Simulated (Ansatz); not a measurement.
Something may be wrong with this Ansatz 0.2.0 calculation of Zn.

input.yaml

```yaml
crystal:
  lattice:
    - [2.7051356082, 0.0, 0.0]
    - [-1.3525678041, 2.3427161574, 0.0]
    - [0.0, 0.0, 5.0313495994]
  atoms:
    - { symbol: Zn, position: [0.6666666667, 0.3333333333, 0.75] }
    - { symbol: Zn, position: [0.3333333333, 0.6666666667, 0.25] }
hamiltonian:
  xc: revpbe0
  pseudopotentials: { kind: paw_fr }
  hubbard: { sites: [{ species: Zn, l: f, u_eff: 30.0 }] }
magnetization:
  noncollinear: true
  spin_orbit: true
kpoints:
  mp_grid: { grid: [7, 7, 4] }
scf:
  occupations: { method: methfessel_paxton, width: 0.05 }
  n_extra_bands: 6
  max_iter: 60
output:
  forces: true
  stress: true
  eigenvalues: true
  dos: { projected: false, de: 0.05 }
```

Potentials or basis: Ansatz PAW.

The run is started by

```bash
$ ansatz run input.yaml --threads 1 --pin off --max-ram 2560MiB --backend cpu --events-out ev --progress --plain --runs-dir out
```

Output:

```text
Error: inconsistent input (hamiltonian.hubbard.sites[].l, hamiltonian.hubbard.sites[].shell): the file of Zn doesn't list 4f, and it can't be added: PBE doesn't bind the shell 4f of the free atom, whose level lies at +1.11 eV. Type an atom or ion with it (hamiltonian.pseudopotentials.projection_atoms), take another file or name another shell
```

Task: Diagnose the run.

Result: The input was rejected before any iteration. The input holds a flaw that was put in on purpose: a U on a shell that isn't there (hamiltonian.hubbard = {"sites": [{"species": "Zn", "l": "f", "u_eff": 30.0}]}).
